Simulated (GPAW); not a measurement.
# TePb (Pm-3m) in GPAW: notebook

One crystal, TePb, is run at these levels: PBE, PBE+D3(BJ), PBE+D4; tasks: single point, relaxation of cell and atoms.

Program: GPAW 26.7.0. These are calculated values, not measurements. Logs are shortened: lines on timing, memory, paths and dates and some standing lists are left out, and cuts for length are marked. The log counts tension as positive stress, the text compression.

## Step 1: The structure

The structure is cubic, space group Pm-3m (No. 221). Conventional cell: a = 4.002 Å, b = 4.002 Å, c = 4.002 Å, α = 90.00°, β = 90.00°, γ = 90.00°. Pb (site symmetry m-3m) has 8 Te at 3.47 Å as nearest neighbours. Te (site symmetry m-3m) is surrounded by 8 Pb at 3.47 Å.

Measurements of this composition are mostly on another form, of space group No. 225.

## Step 2: Single point, PBE

Input file run.py:

```python
from ase.dft.bandgap import bandgap
from ase.io import read, write
from ase.units import GPa
from gpaw import GPAW, PW

atoms = read('POSCAR')

calc = GPAW(mode=PW(600),
            xc='PBE',
            kpts={'size': (7, 7, 7), 'gamma': True},
            occupations={'name': 'methfessel-paxton', 'order': 0, 'width': 0.028000000000000004},
            nbands=19,
            convergence={'density': 1e-05, 'energy': 1e-05},
            maxiter=150,
            txt='gpaw.txt')
atoms.calc = calc
energy = atoms.get_potential_energy()
forces = atoms.get_forces()
stress = atoms.get_stress()
calc.write('gs.gpw')
write('result.traj', atoms)
print(f'Energy: {energy:.6f} eV')
print('Forces (eV/A):')
print(forces.round(4))
print('Stress (GPa):', (stress / GPa).round(3))
print('Fermi level:', round(calc.get_fermi_level(), 4), 'eV')
print(f'Gap: {bandgap(calc)[0]:.4f} eV, direct: {bandgap(calc, direct=True)[0]:.4f} eV')
```

Input file POSCAR:

```
TePb
1.0
    4.0022870000      0.0000000000      0.0000000000
    0.0000000000      4.0022870000      0.0000000000
    0.0000000000      0.0000000000      4.0022870000
Pb Te
1 1
Direct
    0.0000000000      0.0000000000      0.0000000000
    0.5000000000      0.5000000000      0.5000000000
```

Potentials or basis: GPAW PAW data sets (gpaw-data 1.2.1), pw.

On the command line:

```sh
OMP_NUM_THREADS=1 python run.py
```

gpaw.txt:

```text
__  _  _
 | _ |_)|_||  |
 |__||  | ||/\| - 26.7.0

Input parameters:
  mode=PW(ecut=600.0),
  convergence={'density': 1e-05, 'energy': 1e-05},
  kpts=MonkhorstPack(size=(7, 7, 7), gamma=True),
  maxiter=150,
  nbands=19,
  occupations=Occupations(name='methfessel-paxton', order=0, width=0.028000000000000004),
  xc=XC(name='PBE')

Diagonalizing LCAO Hamiltonian
Converting LCAO to pw mode
   .---------.
  /|         |
 * |         |
 | |         |
 | |   Te    |
 | .---------.
 |/         /
 Pb--------*

Atoms  # Å, Bohr magnetons
|   | symbol |        x |        y |        z |    initial magnetic moments |
|---|--------|----------|----------|----------|-----------------------------|
| 0 |     Pb | 0.000000 | 0.000000 | 0.000000 | ( 0.0000,  0.0000,  0.0000) |
| 1 |     Te | 2.001143 | 2.001143 | 2.001143 | ( 0.0000,  0.0000,  0.0000) |

Unit cell  # Å
| periodic |        x |        y |        z |  lengths |    angles |
|----------|----------|----------|----------|----------|-----------|
|      yes | 4.002287 | 0.000000 | 0.000000 | 4.002287 | 90.000000 |
|      yes | 0.000000 | 4.002287 | 0.000000 | 4.002287 | 90.000000 |
|      yes | 0.000000 | 0.000000 | 4.002287 | 4.002287 | 90.000000 |

Number of symmetries: 48
Symmetry operations  # r_c * U_cc + t_c -> r_c
|    | kind |            matrix            |
|----|------|------------------------------|
|  0 |  E   |  1, 0, 0,  0, 1, 0,  0, 0, 1 |
|  1 |  σ   |  1, 0, 0,  0, 1, 0,  0, 0,-1 |
|  2 |  σ   |  1, 0, 0,  0, 0, 1,  0, 1, 0 |
|  3 |  C4  |  1, 0, 0,  0, 0, 1,  0,-1, 0 |
|  4 |  C4  |  1, 0, 0,  0, 0,-1,  0, 1, 0 |
|  5 |  σ   |  1, 0, 0,  0, 0,-1,  0,-1, 0 |
|  6 |  σ   |  1, 0, 0,  0,-1, 0,  0, 0, 1 |
|  7 |  C2  |  1, 0, 0,  0,-1, 0,  0, 0,-1 |
|  8 |  σ   |  0, 1, 0,  1, 0, 0,  0, 0, 1 |
|  9 |  C2  |  0, 1, 0,  1, 0, 0,  0, 0,-1 |
| 10 |  C3  |  0, 1, 0,  0, 0, 1,  1, 0, 0 |
| 11 |  S6  |  0, 1, 0,  0, 0, 1, -1, 0, 0 |
| 12 |  S6  |  0, 1, 0,  0, 0,-1,  1, 0, 0 |
| 13 |  C3  |  0, 1, 0,  0, 0,-1, -1, 0, 0 |
| 14 |  C4  |  0, 1, 0, -1, 0, 0,  0, 0, 1 |
| 15 |  S4  |  0, 1, 0, -1, 0, 0,  0, 0,-1 |
| 16 |  C3  |  0, 0, 1,  1, 0, 0,  0, 1, 0 |
| 17 |  S6  |  0, 0, 1,  1, 0, 0,  0,-1, 0 |
| 18 |  σ   |  0, 0, 1,  0, 1, 0,  1, 0, 0 |
| 19 |  C4  |  0, 0, 1,  0, 1, 0, -1, 0, 0 |
| 20 |  C2  |  0, 0, 1,  0,-1, 0,  1, 0, 0 |
| 21 |  S4  |  0, 0, 1,  0,-1, 0, -1, 0, 0 |
| 22 |  S6  |  0, 0, 1, -1, 0, 0,  0, 1, 0 |
| 23 |  C3  |  0, 0, 1, -1, 0, 0,  0,-1, 0 |
| 24 |  S6  |  0, 0,-1,  1, 0, 0,  0, 1, 0 |
| 25 |  C3  |  0, 0,-1,  1, 0, 0,  0,-1, 0 |
| 26 |  C4  |  0, 0,-1,  0, 1, 0,  1, 0, 0 |
| 27 |  σ   |  0, 0,-1,  0, 1, 0, -1, 0, 0 |
| 28 |  S4  |  0, 0,-1,  0,-1, 0,  1, 0, 0 |
| 29 |  C2  |  0, 0,-1,  0,-1, 0, -1, 0, 0 |
| 30 |  C3  |  0, 0,-1, -1, 0, 0,  0, 1, 0 |
| 31 |  S6  |  0, 0,-1, -1, 0, 0,  0,-1, 0 |
| 32 |  C4  |  0,-1, 0,  1, 0, 0,  0, 0, 1 |
| 33 |  S4  |  0,-1, 0,  1, 0, 0,  0, 0,-1 |
| 34 |  S6  |  0,-1, 0,  0, 0, 1,  1, 0, 0 |
| 35 |  C3  |  0,-1, 0,  0, 0, 1, -1, 0, 0 |
| 36 |  C3  |  0,-1, 0,  0, 0,-1,  1, 0, 0 |
| 37 |  S6  |  0,-1, 0,  0, 0,-1, -1, 0, 0 |
| 38 |  σ   |  0,-1, 0, -1, 0, 0,  0, 0, 1 |
| 39 |  C2  |  0,-1, 0, -1, 0, 0,  0, 0,-1 |
| 40 |  σ   | -1, 0, 0,  0, 1, 0,  0, 0, 1 |
| 41 |  C2  | -1, 0, 0,  0, 1, 0,  0, 0,-1 |
| 42 |  C2  | -1, 0, 0,  0, 0, 1,  0, 1, 0 |
| 43 |  S4  | -1, 0, 0,  0, 0, 1,  0,-1, 0 |
| 44 |  S4  | -1, 0, 0,  0, 0,-1,  0, 1, 0 |
| 45 |  C2  | -1, 0, 0,  0, 0,-1,  0,-1, 0 |
| 46 |  C2  | -1, 0, 0,  0,-1, 0,  0, 0, 1 |
| 47 |  i   | -1, 0, 0,  0,-1, 0,  0, 0,-1 |

BZ-sampling:
  Number of BZ points: 343
  Number of IBZ points: 20

  Monkhorst-Pack size: [7, 7, 7]
  Monkhorst-Pack shift: [0, 0, 0]

K-points  # in reciprocal-cell coordinates
|     |                                coordinates |     weight |
|-----|--------------------------------------------|------------|
|   0 | (  0.00000000,   0.00000000,   0.00000000) | 0.00291545 |
|   1 | (  0.14285714,   0.00000000,   0.00000000) | 0.01749271 |
|   2 | (  0.14285714,   0.14285714,   0.00000000) | 0.03498542 |
|   3 | (  0.14285714,   0.14285714,   0.14285714) | 0.02332362 |
|   4 | (  0.28571429,   0.00000000,   0.00000000) | 0.01749271 |
|   5 | (  0.28571429,   0.14285714,   0.00000000) | 0.06997085 |
|   6 | (  0.28571429,   0.14285714,   0.14285714) | 0.06997085 |
|   7 | (  0.28571429,   0.28571429,   0.00000000) | 0.03498542 |
|   8 | (  0.28571429,   0.28571429,   0.14285714) | 0.06997085 |
|   9 | (  0.28571429,   0.28571429,   0.28571429) | 0.02332362 |
| ... |                                            |            |
|  19 | (  0.42857143,   0.42857143,   0.42857143) | 0.02332362 |

Plane wave coefficients: 2170
Cutoff: 600.0 eV

Spin-components: 1 (collinear spins)
Bands:           19
Projectors:      11
Spin-degeneracy: 2
Datatype:        complex128

Parallelization:
  kpt:    1
  domain: 1
  band:   1

Density:
  Valence electrons: 20.0
  Components: 1
  Grid points: [24 24 24]
  Charge: 0.0  # |e|

Potential:
  Grid points: [24 24 24]

species:
  Pb:
    name:    Lead
    Z:       82.0
    valence: 14
    core:    68
    charge:  0.0  # [|e|]
    compensation charges:
      type: gauss
      rc: 0.38  # [Å]
      lmax: 2
    cutoffs:
      filter: 2.36  # [Å]
      core: 2.43  # [Å]
    projectors
    | kind |    occ | energy [eV] | rcut [Å] |
    |------|--------|-------------|----------|
    |   6s |  2.000 |     -11.969 |    1.259 |
    |   6p |  2.000 |      -3.506 |    1.275 |
    |   5d | 10.000 |     -21.211 |    1.217 |
    |    s |        |      15.243 |    1.259 |
    |    p |        |      23.705 |    1.275 |
    |    d |        |       6.001 |    1.217 |

    Using partial waves for Pb as LCAO basis

  Te:
    name:    Tellurium
    Z:       52.0
    valence: 6
    core:    46
    charge:  0.0  # [|e|]
    compensation charges:
      type: gauss
      rc: 0.36  # [Å]
      lmax: 2
    cutoffs:
      filter: 2.09  # [Å]
      core: 3.17  # [Å]
    projectors
    | kind |    occ | energy [eV] | rcut [Å] |
    |------|--------|-------------|----------|
    |   5s |  2.000 |     -15.089 |    1.180 |
    |   5p |  4.000 |      -5.955 |    1.196 |
    |    s |        |      12.123 |    1.180 |
    |    p |        |      21.256 |    1.196 |
    |    d |        |       0.000 |    1.238 |

    Using partial waves for Te as LCAO basis

Reference energy: -752065.146798  # eV

eigensolver:
  PPCG
  Converge bands: occupied
  niter=2

density mixing:
  MSR1-Mixer
  Pratt-step length: 0.05
  Maximum mixing coefficient: 0.75
  Old densities: 10
  SVD Regularization: 0.005
  Good broyden scale: 1.0
  Trust region scale: 1.0
  Backstep threshold: 4.0
  History deletion threshold: 6.0
  Fourier metric: weight=20.0, sigma=0.015

occupation numbers:
  Methfessel-Paxton:
    width: 0.0280  # eV
    order: 0

poisson solver:
  ecut: 4800.0  # eV

xc functional:
  name: PBE with 2 nearest neighbor stencil

convergence criteria:
- Maximum integral of absolute [dens]ity change: 1e-05 electrons / valence electron
- Maximum [total energy] change in last 3 cyles: 1e-05 eV / valence electron
- Maximum integral of absolute [eigenst]ate change: 4e-08 eV^2 / valence electron
maximum number of iterations: 150

SCF iterations
|iter     | |      energy | eigst |  dens |
|---------|-|-------------|-------|-------|
|iter:   1| |   -7.547007 | -0.24 |       |
|iter:   2| |   -7.500604 | -2.03 | -1.30 |
|iter:   3| |   -7.344145 | -1.98 | -1.34 |
|iter:   4| |   -7.345110 | -3.72 | -1.95 |
|iter:   5| |   -7.344542 | -3.41 | -2.04 |
|iter:   6| |   -7.342050 | -4.05 | -2.13 |
|iter:   7| |   -7.341781 | -5.50 | -2.69 |
|iter:   8| |   -7.341777 | -6.57 | -3.55 |
|iter:   9| |   -7.341774c| -7.81c| -3.86 |
|iter:  10| |   -7.341772c| -7.84c| -4.23 |
|iter:  11| |   -7.341772c| -8.25c| -4.68 |
|iter:  12| |   -7.341772c| -8.66c| -5.84c|

Converged in 12 steps
Energy contributions relative to reference atoms: (reference = -752065.146798)

Energy contributions:
  Kinetic:          14.732491
  Coulomb:         -15.378301
  Zero:              0.129295
  External:          0.000000
  Xc:               -6.824208
  Entropy:          -0.002097
  Spinorbit:         0.000000
  ----------------------------
  Free energy:      -7.342820
  Extrapolated:     -7.341772

dipole moment: (-16.904900, -16.904900, -16.904900)  # |e|*Ang

Fermi level: 6.429
Eigenvalues  # (at kpt = [0.000, 0.000, 0.000])
| band index |      eig [eV] | occ [0-2] |
|------------|---------------|-----------|
|          0 |       -10.726 |     2.000 |
|        ... |               |           |
|          2 |       -10.647 |     2.000 |
|          3 |       -10.647 |     2.000 |
|          4 |       -10.647 |     2.000 |
|          5 |        -5.699 |     2.000 |
|          6 |        -0.282 |     2.000 |
|          7 |         4.856 |     2.000 |
[... 9 lines left out ...]
|         17 |        17.634 |     0.000 |
|         18 |        17.634 |     0.000 |

No gap
No difference between direct/indirect transitions

Forces  # eV/Ang
|        x |        y |       z |
|----------|----------|---------|
|  0.00000 | -0.00000 | 0.00000 |  # Pb   0
| -0.00000 | -0.00000 | 0.00000 |  # Te   1

Stress tensor  # eV/Ang^3
|         x |         y |        z |
|-----------|-----------|----------|
|  0.001068 | -0.000000 | 0.000000 |
| -0.000000 |  0.001068 | 0.000000 |
|  0.000000 |  0.000000 | 0.001068 |

# Writing to gs.gpw (mode='')
```

Wall time 17 s (1 thread of Arm Neoverse V1, shared host); peak memory 0.16 GiB.

What came out:

```yaml
Free_energy: -7.3428 eV
Pressure: -0.2 GPa
Band_gap_on_the_k_mesh: none (metal or under the smearing width)
```

Spin-orbit coupling is left out, which matters for the levels of Pb, Te.

## Step 3: Relaxation of cell and atoms, PBE+D3(BJ)

Input file run.py:

```python
from ase.calculators.mixing import SumCalculator
from ase.filters import FrechetCellFilter
from ase.io import read, write
from ase.optimize import LBFGS
from dftd3.ase import DFTD3
from gpaw import GPAW, PW

atoms = read('TePb.xyz')

calc = GPAW(mode=PW(600),
            xc='PBE',
            kpts={'size': (7, 7, 7), 'gamma': True},
            occupations={'name': 'fermi-dirac', 'width': 0.05},
            nbands=19,
            convergence={'density': 1e-05, 'forces': 0.0001},
            maxiter=150,
            txt='gpaw.txt')
atoms.calc = SumCalculator([calc, DFTD3(method='pbe', damping='d3bj')])
opt = LBFGS(FrechetCellFilter(atoms), trajectory='relax.traj', logfile='-')
done = opt.run(fmax=0.02, steps=100)
calc.write('gs.gpw')
write('result.traj', atoms)
print('Converged:', done)
print('Cell:', atoms.cell.cellpar().round(4))
print('Volume:', round(atoms.get_volume(), 4))
print(atoms.get_scaled_positions().round(5))
```

Input file TePb.xyz:

```xyz
2
Lattice="4.0022870000 0.0000000000 0.0000000000 0.0000000000 4.0022870000 0.0000000000 0.0000000000 0.0000000000 4.0022870000" Properties=species:S:1:pos:R:3 pbc="T T T"
Pb     0.0000000000      0.0000000000      0.0000000000
Te     2.0011435000      2.0011435000      2.0011435000
```

Potentials or basis: GPAW PAW data sets (gpaw-data 1.2.1), pw.

On the command line:

```sh
OMP_NUM_THREADS=1 python run.py
```

Run time: 87 s. Hardware: 1 thread of Arm Neoverse V1, shared host; peak memory 0.21 GiB.

It converged, with:

```yaml
Free_energy: -8.2206 eV
Relaxed_volume: 30.22 Å³/atom
Relaxed_cell: a = 3.925 Å, b = 3.925 Å, c = 3.925 Å, α = 90.00°, β = 90.00°, γ = 90.00°
Space_group_after_relaxing_to_0.05_Å: Pm-3m (No. 221)
Energy_gained_by_relaxing: 12.2 meV/atom
Ionic_steps: 6
Pressure_after_relaxing: 0.0 GPa
Band_gap_on_the_k_mesh: none (metal or under the smearing width)
Dispersion_energy_per_atom: -0.446 eV
```

The path:
```
step  energy change (eV)  largest force (eV/Å)  pressure (GPa)  volume (Å³)
   1              0.0000                0.0000           -1.84        64.11
   2             -0.0056                0.0000           -1.81        63.61
   3              0.4616                0.0000           15.98        47.98
   4             -0.0231                0.0000           -0.60        61.31
   5             -0.0244                0.0000           -0.13        60.63
   6             -0.0244                0.0000            0.00        60.45
```

Final structure:
```
CELL_PARAMETERS angstrom
3.92454 0.00000 0.00000
0.00000 3.92454 0.00000
0.00000 0.00000 3.92454
ATOMIC_POSITIONS crystal
Pb 0.00000 0.00000 0.00000
Te 0.50000 0.50000 0.50000
```

Levels at points of the mesh, in eV from the Fermi level:
| k point | band 7 | band 8 | band 9 | band 10 | band 11 | band 12 | band 13 | band 14 |
| --- | --- | --- | --- | --- | --- | --- | --- | --- |
| (0.00, 0.00, 0.00) | -6.47 | -1.67 | -1.67 | -1.67 | 3.99 | 3.99 | 5.66 | 5.66 |

Caveat: later steps reuse the first step's grids; pairwise dispersion overbinds metals, which lowers pressure and volume. Spin-orbit coupling is left out, which matters for the levels of Pb, Te.

(Part 1 of 2 ends here.)
